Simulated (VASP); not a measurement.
# Ba (Pm-3m) in VASP: a series of runs, part 2 of 2

VASP 6.6.1.

**6. Single point, PBE**

Input file INCAR:

```
PREC = Accurate
ENCUT = 450
EDIFF = 1E-6
ISMEAR = 1
SIGMA = 0.2
LREAL = F
LASPH = T
NELM = 100
ALGO = Normal
ISIF = 2
LWAVE = F
LCHARG = F
GGA = PE
ADDGRID = F
```

Input file KPOINTS:

```
regular mesh
0
Gamma
  17 17 17
```

Input file POSCAR:

```
Ba
1.0
    3.9784390000     -0.0454340000      0.0410850000
   -0.0454340000      3.9110040000      0.0402290000
    0.0410850000      0.0402290000      3.8659060000
Ba
1
Direct
   -0.0007550000      0.0095990000     -0.0077320000
```

Potentials or basis: VASP PAW PBE potentials, release 64 (Ba_sv).

Command:

```bash
$ cat potpaw_PBE.64/Ba_sv/POTCAR > POTCAR
$ mpirun -np 1 vasp_std > vasp.out
```

OUTCAR:

```text
PREC = Accurate
   ENCUT = 450
   EDIFF = 1E-6
   ISMEAR = 1
   LREAL = F
   LASPH = T
   NELM = 100
   ISIF = 2
   GGA = PE

 Found   2457 irreducible k-points:

 Following reciprocal coordinates:
            Coordinates               Weight
  0.000000  0.000000  0.000000      1.000000
  0.058824  0.000000  0.000000      2.000000
  0.117647  0.000000  0.000000      2.000000
  0.176471  0.000000  0.000000      2.000000
  0.235294  0.000000  0.000000      2.000000
  0.294118  0.000000  0.000000      2.000000
   k-points           NKPTS =   2457   k-points in BZ     NKDIM =   2457   number of bands    NBANDS=      9
   number of dos      NEDOS =    301   number of ions     NIONS =      1
   total plane-waves  NPLWV =  21952
   dimension x,y,z NGX =    28 NGY =   28 NGZ =   28
   dimension x,y,z NGXF=    56 NGYF=   56 NGZF=   56
   ions per type =               1
   NGX,Y,Z   is equivalent  to a cutoff of  11.70, 11.90, 12.04 a.u.
   NGXF,Y,Z  is equivalent  to a cutoff of  23.40, 23.80, 24.08 a.u.
 SYSTEM =  unknown system
   PREC   = accura    normal or accurate (medium, high low for compatibility)
   ISTART =      0    job   : 0-new  1-cont  2-samecut
   ICHARG =      2    charge: 1-file 2-atom 10-const
   ISPIN  =      1    spin polarized calculation?
   LNONCOLLINEAR =      F non collinear calculations
   LSORBIT =      F    spin-orbit coupling
   LASPH  =      T    aspherical Exc in radial PAW
   ENCUT  =  450.0 eV  33.07 Ry    5.75 a.u.   6.88  6.77  6.69*2*pi/ulx,y,z
   NELM   =    100;   NELMIN=  2; NELMDL= -5     # of ELM steps
   EDIFF  = 0.1E-05   stopping-criterion for ELM
   LREAL  =      F    real-space projection
   EDIFFG = 0.1E-04   stopping-criterion for IOM
   NSW    =      0    number of steps for IOM
   IBRION =     -1    ionic relax: 0-MD 1-quasi-New 2-CG
   NFREE  =      0    steps in history (QN), initial steepest desc. (CG)
   ISIF   =      2    stress and relaxation
   ISYM   =      2    0-nonsym 1-usesym 2-fastsym
   POTIM  = 0.5000    time-step for ionic-motion
   TEBEG  =    0.0;   TEEND  =   0.0 temperature during run
   PSTRESS=    0.0 pullay stress
   NELECT =      10.0000    total number of electrons
   NUPDOWN=      -1.0000    fix difference up-down
   EMIN   =  10.00;   EMAX   =-10.00  energy-range for DOS
   EFERMI =   0.00;   METHOD = LEGACY
   ISMEAR =     1;   SIGMA  =   0.20  broadening in eV -4-tet -1-fermi 0-gaus
   EFERMI_NEDOS =   21; number of points for ismear=-14 and -15
   IALGO  =     38    algorithm
   IMIX   =      4    mixing-type and parameters
     AMIX     =   0.40;   BMIX     =  1.00
     AMIX_MAG =   1.60;   BMIX_MAG =  1.00
  volume/ion in A,a.u.               =      60.13       405.78
  Fermi-wavevector in a.u.,A,eV,Ry     =   0.900275  1.701272 11.027447  0.810495
  Thomas-Fermi vector in A             =   2.023212
   LORBIT       =      0    0 simple, 1 ext, 2 COOP (PROOUT), +10 PAW based schemes
   GGA     = PE    functional components
   LHFCALC =     F    Hartree Fock is set to
   AEXX    =    0.0000 exact exchange contribution
   IVDW    =     0    specifies the selected vdW correction
   LEPSILON=     F    determine dielectric tensor
   LRPA    =     F    only Hartree local field effects (RPA)
 non-spin polarized calculation
 Methfessel and Paxton  Order N= 1 SIGMA  =   0.20
  energy-cutoff  :      450.00
  volume of cell :       60.13
 maximum number of plane-waves:      1324
   NGX = 13   NGY = 13   NGZ = 13

 number of electron      10.0000000 magnetization

 number of electron       9.9999999 magnetization

 Free energy of the ion-electron system (eV)
  ---------------------------------------------------
  ext. energy  EPLUGINS =         0.00000000
  ---------------------------------------------------
  free energy    TOTEN  =        -1.59392080 eV

  energy without entropy =       -1.60148145  energy(sigma->0) =       -1.59644102

 E-fermi :   1.7149     XC(G=0):  -7.5434

 val. band max:        1.7139391583   @ k =   0.1765   0.1765   0.4706
 cond. band min:       1.7161226004   @ k =   0.1765   0.1176   0.4706
 fundamental gap:      0.0021834421
 Fermi energy:         1.7148570085

 k-point     1 :       0.0000    0.0000    0.0000
  band No.  band energies     occupation
      1     -27.4115      2.00000
      2     -12.2630      2.00000
      3     -12.2187      2.00000
      4     -12.1860      2.00000
      5      -0.8512      2.00000
      6       1.7587      0.63895
      7       1.7666      0.57785
      8       6.6092      0.00000
      9       6.6927      0.00000

 k-point     2 :       0.0588    0.0000    0.0000
  band No.  band energies     occupation
      1     -27.4096      2.00000
      2     -12.2877      2.00000
      3     -12.2168      2.00000
      4     -12.1840      2.00000
      5      -0.7989      2.00000
      6       1.7743      0.52069
      7       1.8164      0.25162
      8       6.4634      0.00000
      9       6.5566      0.00000

 k-point     3 :       0.1176    0.0000    0.0000
  band No.  band energies     occupation
      1     -27.4044      2.00000
      2     -12.3577      2.00000
      3     -12.2110      2.00000
      4     -12.1783      2.00000
      5      -0.6492      2.00000
      6       1.8185      0.24017
      7       1.9613     -0.07090
      8       6.1371      0.00000
      9       6.2387      0.00000

 k-point     4 :       0.1765    0.0000    0.0000
  band No.  band energies     occupation
      1     -27.3965      2.00000
      2     -12.4614      2.00000
      3     -12.2022      2.00000
      4     -12.1696      2.00000
      5      -0.4209      2.00000
      6       1.8876     -0.00928
      7       2.1795     -0.00492
      8       5.7434      0.00000
      9       5.8518      0.00000

 k-point     5 :       0.2353    0.0000    0.0000
  band No.  band energies     occupation
      1     -27.3869      2.00000
      2     -12.5826      2.00000
      3     -12.1914      2.00000
      4     -12.1590      2.00000
      5      -0.1383      2.00000
      6       1.9749     -0.06933
      7       2.4229     -0.00001
      8       5.3600     -0.00000
      9       5.4728     -0.00000

 k-point     6 :       0.2941    0.0000    0.0000
  band No.  band energies     occupation
      1     -27.3769      2.00000
      2     -12.7040      2.00000
      3     -12.1803      2.00000
      4     -12.1480      2.00000
      5       0.1737      2.00000
      6       2.0705     -0.03058
      7       2.6134     -0.00000
      8       5.0263     -0.00000
      9       5.1415     -0.00000

 [... further k-points ...]

------------------------ aborting loop because EDIFF is reached ----------------------------------------

  FORCE on cell =-STRESS in cart. coord.  units (eV):
  Direction    XX          YY          ZZ          XY          YZ          ZX
  --------------------------------------------------------------------------------------
  -------------------------------------------------------------------------------------
  Total       -0.0760602      0.1341001      0.2906105     -0.0500672      0.0393818      0.0436821
  in kB       -2.0266039      3.5730599      7.7432369     -1.3340271      1.0493178      1.1638969
  external PRESSURE =       3.0965643 kB  Pullay stress =       0.0000000 kB

 VOLUME and BASIS-vectors are now :
 -----------------------------------------------------------------------------
  energy-cutoff  :      450.00
  volume of cell :       60.13
      direct lattice vectors                 reciprocal lattice vectors
     3.978439000 -0.045434000  0.041085000     0.251416447  0.002948496 -0.002702616
    -0.045434000  3.911004000  0.040229000     0.002948496  0.255750771 -0.002692703
     0.041085000  0.040229000  3.865906000    -0.002702616 -0.002692703  0.258728319

 POSITION                                       TOTAL-FORCE (eV/Angst)
 -----------------------------------------------------------------------------------
      4.01577      0.03206      3.87745         0.000000      0.000000     -0.000000
 -----------------------------------------------------------------------------------
    total drift:                               -0.000000     -0.000001     -0.000001

  FREE ENERGIE OF THE ION-ELECTRON SYSTEM (eV)
  ---------------------------------------------------
  free  energy   TOTEN  =        -1.5939207973 eV

  energy  without entropy=       -1.6014814525  energy(sigma->0) =       -1.59644102
```

OSZICAR:

```text
N       E                     dE             d eps       ncg     rms          rms(c)
DAV:   1     0.534518399458E+02    0.53452E+02   -0.40495E+03 44290   0.819E+02
DAV:   2     0.566551077542E+00   -0.52885E+02   -0.52168E+02 52248   0.147E+02
DAV:   3    -0.154403858574E+01   -0.21106E+01   -0.20986E+01 57215   0.334E+01
DAV:   4    -0.159515663371E+01   -0.51118E-01   -0.51058E-01 68783   0.444E+00
DAV:   5    -0.159563708425E+01   -0.48045E-03   -0.48033E-03 62738   0.286E-01    0.196E+00
DAV:   6    -0.159352091345E+01    0.21162E-02   -0.76583E-03 57155   0.840E-01    0.115E+00
DAV:   7    -0.159357597916E+01   -0.55066E-04   -0.17838E-02 52980   0.132E+00    0.732E-02
DAV:   8    -0.159391931385E+01   -0.34333E-03   -0.68429E-04 61319   0.216E-01    0.196E-02
DAV:   9    -0.159392276978E+01   -0.34559E-05   -0.17887E-05 68493   0.311E-02    0.502E-03
DAV:  10    -0.159392108992E+01    0.16799E-05   -0.23777E-06 61278   0.125E-02    0.135E-03
DAV:  11    -0.159392079728E+01    0.29263E-06   -0.85844E-08 31181   0.302E-03
   1 F= -.15939208E+01 E0= -.15964410E+01  d E =0.756066E-02
```

stdout:

```text
POSCAR found type information on POSCAR Ba
 POSCAR found :  1 types and       1 ions
 scaLAPACK will be used
 LDA part: xc-table for (Slater+PW92), standard interpolation
 POSCAR, INCAR and KPOINTS ok, starting setup
 FFT: planning ... GRIDC
 FFT: planning ... GRID_SOFT
 FFT: planning ... GRID
 WAVECAR not read
 entering main loop
```

Wall time 11 min (1 thread of Intel Xeon Platinum 8259CL at 2.50GHz (Skylake/Cascade Lake), shared host); peak memory 1.1 GiB.

The run converged, but some of its settings lie outside the range that counts as converged, so its numbers aren't taken as properties of the crystal.

Results:

```yaml
Free_energy: -1.5939 eV
Pressure: 0.3 GPa
Band_gap_on_the_k_mesh: none (metal or under the smearing width)
```

**7. The reference run**

An earlier run on the cell as given: functional PBE; potentials or basis VASP PAW PBE potentials, release 64 (Ba_sv); cutoff 520 eV; k mesh 7 × 7 × 7; occupations fermi-dirac, width 0.05 eV; no spin polarisation.

- Pressure: 0.4 GPa
- Band gap on the k mesh: 0.15 eV, indirect (least direct gap 0.22 eV)
